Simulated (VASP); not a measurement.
# PbS in VASP: relaxation of cell and atoms with PBE

Aim: the relaxation of cell and atoms of PbS with PBE.

Program: VASP 6.6.1. These are calculated values, not measurements. Logs are shortened: lines on timing, memory, paths and dates and some standing lists are left out, and cuts for length are marked.

### Step 1. The structure

The cell holds a slab with vacuum, 4 atoms: a = 4.130 Å, b = 4.130 Å, c = 11.759 Å, α = 93.75°, β = 93.75°, γ = 89.21°.

### Step 2. Relaxation of cell and atoms, PBE

Input file INCAR:

```
SYSTEM = PbS
PREC = Accurate
ENCUT = 600
EDIFF = 1E-6
ISMEAR = 0
SIGMA = 0.1
LREAL = .FALSE.
LASPH = .TRUE.
NELM = 100
ALGO = Normal
ISIF = 3
LWAVE = .FALSE.
LCHARG = .FALSE.
GGA = PE
IBRION = 2
NSW = 60
EDIFFG = -0.04
```

Input file KPOINTS:

```
Automatic mesh
0
G
  4 4 2
  0 0 0
```

Input file POSCAR:

```
PbS
1.0
    2.9405000000     -2.9000000000      0.0000000000
    2.9405000000      2.9000000000      0.0000000000
   -1.0800500000      0.0000000000     11.7092900000
Pb S
2 2
Direct
    0.7756000000      0.7756000000      0.6363800000
    0.2244000000      0.2244000000      0.3636200000
    0.2684000000      0.2684000000      0.5986000000
    0.7316000000      0.7316000000      0.4014000000
```

Potentials or basis: VASP PAW PBE potentials, release 64 (Pb_d, S).

Run with:

```sh
$ cat potpaw_PBE.64/Pb_d/POTCAR potpaw_PBE.64/S/POTCAR > POTCAR
$ mpirun -np 1 vasp_std > vasp.out
```

OUTCAR:

```text
SYSTEM = PbS
   PREC = Accurate
   ENCUT = 600
   EDIFF = 1E-6
   ISMEAR = 0
   LREAL = .FALSE.
   LASPH = .TRUE.
   NELM = 100
   ISIF = 3
   GGA = PE
   IBRION = 2
   NSW = 60
   EDIFFG = -0.04

 ion  position               nearest neighbor table
   1  0.776  0.776  0.636-   4 2.75   3 2.93   3 2.93   3 2.97   3 2.98
   2  0.224  0.224  0.364-   3 2.75   4 2.93   4 2.93   4 2.97   4 2.98
   3  0.268  0.268  0.599-   2 2.75   1 2.93   1 2.93   1 2.97   1 2.98
   4  0.732  0.732  0.401-   1 2.75   2 2.93   2 2.93   2 2.97   2 2.98

  LATTYP: Found a base centered monoclinic cell.
 ALAT       =     5.8810000000
 B/A-ratio  =     0.9862268322
 C/A-ratio  =     1.9994891546
 COS(beta)  =    -0.0918488301

  Lattice vectors:

 A1 = (   2.9405000000,  -2.9000000000,   0.0000000000)
 A2 = (   2.9405000000,   2.9000000000,   0.0000000000)
 A3 = (  -1.0800500000,   0.0000000000,  11.7092900000)

Analysis of symmetry for initial positions (statically):
=====================================================================
 Subroutine PRICEL returns:
 Original cell was already a primitive cell.

 Routine SETGRP: Setting up the symmetry group for a
 base centered monoclinic supercell.

 Subroutine GETGRP returns: Found  4 space group operations
 (whereof  4 operations were pure point group operations)
 out of a pool of  4 trial point group operations.

The static configuration has the point symmetry C_2h.

Analysis of symmetry for dynamics (positions and initial velocities):
=====================================================================
 Subroutine PRICEL returns:
 Original cell was already a primitive cell.

 Routine SETGRP: Setting up the symmetry group for a
 base centered monoclinic supercell.

 Subroutine GETGRP returns: Found  4 space group operations
 (whereof  4 operations were pure point group operations)
 out of a pool of  4 trial point group operations.

The dynamic configuration has the point symmetry C_2h.

 Subroutine INISYM returns: Found  4 space group operations
 (whereof  4 operations are pure point group operations),
 and found     1 'primitive' translations

----------------------------------------------------------------------------------------

                                     Primitive cell

  volume of cell :     199.7008

  direct lattice vectors                    reciprocal lattice vectors
     2.940500000 -2.900000000  0.000000000     0.170039109 -0.172413793  0.015684191
     2.940500000  2.900000000  0.000000000     0.170039109  0.172413793  0.015684191
    -1.080050000  0.000000000 11.709290000     0.000000000  0.000000000  0.085402275

  length of vectors
     4.129956447  4.129956447 11.758995718     0.242663983  0.242663983  0.085402275

  position of ions in fractional coordinates (direct lattice)
     0.775600000  0.775600000  0.636380000
     0.224400000  0.224400000  0.363620000
     0.268400000  0.268400000  0.598600000
     0.731600000  0.731600000  0.401400000

  ion indices of the primitive-cell ions
   primitive index   ion index
                 1           1
                 2           2
                 3           3
                 4           4

----------------------------------------------------------------------------------------

 KPOINTS: Automatic mesh

Automatic generation of k-mesh.
 Grid dimensions read from file:
 generate k-points for:    4    4    2

 Generating k-lattice:

  Cartesian coordinates                     Fractional coordinates (reciprocal lattice)
     0.042509777 -0.043103448  0.003921048     0.250000000  0.000000000  0.000000000
     0.042509777  0.043103448  0.003921048     0.000000000  0.250000000  0.000000000
     0.000000000  0.000000000  0.042701137     0.000000000  0.000000000  0.500000000

  Length of vectors
     0.060665996  0.060665996  0.042701137

  Shift w.r.t. Gamma in fractional coordinates (k-lattice)
     0.000000000  0.000000000  0.000000000

 Subroutine IBZKPT returns following result:
 ===========================================

 Found     14 irreducible k-points:

 Following reciprocal coordinates:
            Coordinates               Weight
  0.000000  0.000000  0.000000      1.000000
  0.250000  0.000000  0.000000      4.000000
  0.500000  0.000000  0.000000      2.000000
  0.250000  0.250000  0.000000      2.000000
  0.500000  0.250000  0.000000      4.000000
 -0.250000  0.250000  0.000000      2.000000
  0.500000  0.500000  0.000000      1.000000
  0.000000  0.000000  0.500000      1.000000
  0.250000  0.000000  0.500000      4.000000
  0.500000  0.000000  0.500000      2.000000
  0.250000  0.250000  0.500000      2.000000
  0.500000  0.250000  0.500000      4.000000
 -0.250000  0.250000  0.500000      2.000000
  0.500000  0.500000  0.500000      1.000000
   k-points           NKPTS =     14   k-points in BZ     NKDIM =     14   number of bands    NBANDS=     24
   number of dos      NEDOS =    301   number of ions     NIONS =      4
   total plane-waves  NPLWV = 124416
   dimension x,y,z NGX =    36 NGY =   36 NGZ =   96
   dimension x,y,z NGXF=    72 NGYF=   72 NGZF=  192
   ions per type =               2   2
   NGX,Y,Z   is equivalent  to a cutoff of  14.49, 14.49, 13.57 a.u.
   NGXF,Y,Z  is equivalent  to a cutoff of  28.98, 28.98, 27.14 a.u.
 SYSTEM =  PbS
   PREC   = accura    normal or accurate (medium, high low for compatibility)
   ISTART =      0    job   : 0-new  1-cont  2-samecut
   ICHARG =      2    charge: 1-file 2-atom 10-const
   ISPIN  =      1    spin polarized calculation?
   LNONCOLLINEAR =      F non collinear calculations
   LSORBIT =      F    spin-orbit coupling
   LASPH  =      T    aspherical Exc in radial PAW
   ENCUT  =  600.0 eV  44.10 Ry    6.64 a.u.   8.25  8.25 23.49*2*pi/ulx,y,z
   NELM   =    100;   NELMIN=  2; NELMDL= -5     # of ELM steps
   EDIFF  = 0.1E-05   stopping-criterion for ELM
   LREAL  =      F    real-space projection
   EDIFFG = -.4E-01   stopping-criterion for IOM
   NSW    =     60    number of steps for IOM
   IBRION =      2    ionic relax: 0-MD 1-quasi-New 2-CG
   NFREE  =      1    steps in history (QN), initial steepest desc. (CG)
   ISIF   =      3    stress and relaxation
   ISYM   =      2    0-nonsym 1-usesym 2-fastsym
   POTIM  = 0.5000    time-step for ionic-motion
   TEBEG  =    0.0;   TEEND  =   0.0 temperature during run
   PSTRESS=    0.0 pullay stress
   NELECT =      40.0000    total number of electrons
   NUPDOWN=      -1.0000    fix difference up-down
   EMIN   =  10.00;   EMAX   =-10.00  energy-range for DOS
   EFERMI =   0.00;   METHOD = LEGACY
   ISMEAR =     0;   SIGMA  =   0.10  broadening in eV -4-tet -1-fermi 0-gaus
   EFERMI_NEDOS =   21; number of points for ismear=-14 and -15
   IALGO  =     38    algorithm
   IMIX   =      4    mixing-type and parameters
     AMIX     =   0.40;   BMIX     =  1.00
     AMIX_MAG =   1.60;   BMIX_MAG =  1.00
  volume/ion in A,a.u.               =      49.93       336.91
  Fermi-wavevector in a.u.,A,eV,Ry     =   0.957859  1.810091 12.483262  0.917494
  Thomas-Fermi vector in A             =   2.086915
   LORBIT       =      0    0 simple, 1 ext, 2 COOP (PROOUT), +10 PAW based schemes
   GGA     = PE    functional components
   LHFCALC =     F    Hartree Fock is set to
   AEXX    =    0.0000 exact exchange contribution
   IVDW    =     0    specifies the selected vdW correction
   LEPSILON=     F    determine dielectric tensor
   LRPA    =     F    only Hartree local field effects (RPA)
 conjugate gradient relaxation of ions
 non-spin polarized calculation
 Gauss-broadening in eV      SIGMA  =   0.10
  energy-cutoff  :      600.00
  volume of cell :      199.70
 maximum number of plane-waves:      6685
 NGX is ok and might be reduce to    36
   NGX = 17   NGY = 17   NGZ = 47

--------------------------------------- Ionic step        1  -------------------------------------------

 number of electron      40.0000003 magnetization

 Free energy of the ion-electron system (eV)
  ---------------------------------------------------
  ext. energy  EPLUGINS =         0.00000000
  ---------------------------------------------------
  free energy    TOTEN  =       -17.20691801 eV

  energy without entropy =      -17.20691801  energy(sigma->0) =      -17.20691801

------------------------ aborting loop because EDIFF is reached ----------------------------------------

  FORCE on cell =-STRESS in cart. coord.  units (eV):
  Direction    XX          YY          ZZ          XY          YZ          ZX
  --------------------------------------------------------------------------------------
  -------------------------------------------------------------------------------------
  Total        0.5750740      1.6705901     -1.5410117      0.0000000      0.0000000     -0.0125957
  in kB        4.6137556     13.4029610    -12.3633673      0.0000000      0.0000000     -0.1010537
  external PRESSURE =       1.8844498 kB  Pullay stress =       0.0000000 kB
[... 95 lines left out ...]
  FREE ENERGIE OF THE ION-ELECTRON SYSTEM (eV)
  ---------------------------------------------------
  free  energy   TOTEN  =       -17.2602515215 eV

  energy  without entropy=      -17.2602515215  energy(sigma->0) =      -17.26025152

[... ionic steps 4 to 10 ...]

--------------------------------------- Ionic step       11  -------------------------------------------

 number of electron      40.0000002 magnetization

------------------------ aborting loop because EDIFF is reached ----------------------------------------

  FORCE on cell =-STRESS in cart. coord.  units (eV):
  Direction    XX          YY          ZZ          XY          YZ          ZX
  --------------------------------------------------------------------------------------
  -------------------------------------------------------------------------------------
  Total       -0.1554791     -0.0092382      0.2466903      0.0000000      0.0000000      0.0191298
  in kB       -1.2149521     -0.0721892      1.9276987      0.0000000      0.0000000      0.1494853
  external PRESSURE =       0.2135191 kB  Pullay stress =       0.0000000 kB
[... 61 lines left out ...]
  energy  without entropy=      -17.3129383271  energy(sigma->0) =      -17.31293833

--------------------------------------- Ionic step       13  -------------------------------------------

 number of electron      40.0000003 magnetization

 Free energy of the ion-electron system (eV)
  ---------------------------------------------------
  ext. energy  EPLUGINS =         0.00000000
  ---------------------------------------------------
  free energy    TOTEN  =       -17.31325306 eV

  energy without entropy =      -17.31325306  energy(sigma->0) =      -17.31325306

 E-fermi :   0.6650     XC(G=0):  -5.8303

 val. band max:        0.1491699078   @ k =   0.5000   0.0000   0.0000
 cond. band min:       2.2611227831   @ k =   0.0000   0.0000   0.5000
 fundamental gap:      2.1119528753
 Fermi energy:         0.6649718814

 k-point     1 :       0.0000    0.0000    0.0000
  band No.  band energies     occupation
      1     -15.9388      2.00000
      2     -15.8465      2.00000
      3     -15.8297      2.00000
      4     -15.8204      2.00000
      5     -15.8075      2.00000
      6     -15.8018      2.00000
[... 398 lines left out ...]
  FREE ENERGIE OF THE ION-ELECTRON SYSTEM (eV)
  ---------------------------------------------------
  free  energy   TOTEN  =       -17.3132530617 eV

  energy  without entropy=      -17.3132530617  energy(sigma->0) =      -17.31325306

 reached required accuracy - stopping structural energy minimisation
```

It took 15 min on 1 thread of Intel Xeon Platinum 8375C at 2.90GHz (Ice Lake), shared host; peak memory 0.4 GiB.

Results:

| Quantity | Value |
| --- | --- |
| Free energy | -17.3133 eV |
| Relaxed volume | 51.25 Å³/atom |
| Relaxed cell | a = 4.244 Å, b = 4.244 Å, c = 11.438 Å, α = 94.00°, β = 94.00°, γ = 89.99° |
| Space group after relaxing (to 0.05 Å) | C2/m (No. 12) |
| Energy gained by relaxing | 26.6 meV/atom |
| Ionic steps | 13 |
| Largest force after relaxing | 0.005 eV/Å |
| Band gap on the k mesh | 2.11 eV, indirect (least direct gap 2.12 eV) |

Forces on the atoms (eV/Å):
```
Pb   0.000  0.000  0.000
Pb   0.000  0.000  0.000
S    0.005  0.000  0.000
S   -0.005  0.000  0.000
```

Step by step:
```csv
step,energy change (eV),largest force (eV/Å),pressure (GPa),volume (Å³)
1,0.0000,0.4078,0.19,199.70
2,-0.0513,0.1968,0.07,201.32
3,-0.0533,0.2566,0.08,201.68
4,-0.0616,0.2223,-0.02,202.63
5,-0.0797,0.1884,-0.30,205.48
6,-0.0831,0.2581,-0.87,211.25
7,-0.0871,0.2310,-0.62,208.70
8,-0.0915,0.1965,-0.54,208.23
9,-0.1012,0.0932,-0.30,206.83
10,-0.1042,0.1170,0.20,204.05
11,-0.1056,0.0548,0.02,205.03
12,-0.1060,0.0349,0.02,205.02
13,-0.1063,0.0046,0.00,204.98
```

Final structure:
```
CELL_PARAMETERS angstrom
3.00105 -3.00038 -0.00320
3.00105 3.00038 -0.00320
-1.11475 0.00000 11.38364
ATOMIC_POSITIONS crystal
Pb 0.77323 0.77323 0.62440
Pb 0.22677 0.22677 0.37560
S 0.27055 0.27055 0.61121
S 0.72945 0.72945 0.38879
```

Levels at points of the mesh, in eV from the valence-band top:
```tsv
k point	band 18	band 19	band 20	band 21	band 22	band 23
(0.00, 0.00, 0.00)	-1.20	-1.20	-0.09	2.29	3.83	5.12
(0.50, 0.00, 0.00)	-0.87	0.00	0.00	2.12	2.13	3.17
(0.50, 0.50, 0.00)	-2.52	-1.24	-1.24	4.30	4.31	5.27
(0.00, 0.00, 0.50)	-1.20	-1.20	-0.09	2.11	4.73	5.12
(0.50, 0.00, 0.50)	-0.87	0.00	0.00	2.12	2.12	3.17
(0.50, 0.50, 0.50)	-2.52	-1.24	-1.24	4.28	4.29	5.26
```

Caveat: spin-orbit coupling is left out, which as a rule narrows the gap of such compounds by several tenths of an eV. PBE usually gives volumes a little too large and moduli too small.
